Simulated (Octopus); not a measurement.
Runs of Octopus 16.4 on MgO. The structure is cubic, space group Fm-3m (No. 225). Conventional cell: a = 4.194 Å, b = 4.194 Å, c = 4.194 Å, α = 90.00°, β = 90.00°, γ = 90.00°. Mg (site symmetry m-3m) has 6 O at 2.10 Å as nearest neighbours. Around O (site symmetry m-3m) lie 6 Mg at 2.10 Å. The cell is a database's computed one.

| task | level | potentials or basis | spin | k mesh | smearing | convRelDens | extraStates | grid spacing | gap on the mesh (eV) |
| --- | --- | --- | --- | --- | --- | --- | --- | --- | --- |
| single point | PBE | pseudodojo_pbe (PseudoDojo 0.5, PBE) | off | 11 × 11 × 11 | fermi-dirac 0.05 eV | 3e-07 | 6 | 0.129 Å | 4.89 |
| single point | RPBE+TS | pseudodojo_lda (PseudoDojo 0.4, LDA) | collinear, ferromagnetic start | 8 × 8 × 8 | fermi-dirac 0.05 eV | 1e-06 | 7 | 0.148 Å | (a) |
| band structure | PBEsol | pseudodojo_pbe (PseudoDojo 0.5, PBE) | off | 8 × 8 × 8 | spline 0.02 eV | 1e-06 | 6 | 0.148 Å | 4.74 |
| single point | PBEsol | pseudodojo_pbesol (PseudoDojo 0.4, PBEsol) | off | 11 × 11 × 11 | fermi-dirac 0.05 eV | 3e-07 | 6 | 0.129 Å | 4.79 |

Alike in all rows: cell as given.

Task: Fill in the values left out.

Result: (a) 5.17.

Caveats: an odd mesh through Γ misses points on the zone boundary, where band edges often lie (some runs); the TS correction of this program wasn't checked against another (some runs).

Not every run made on this cell is shown here.
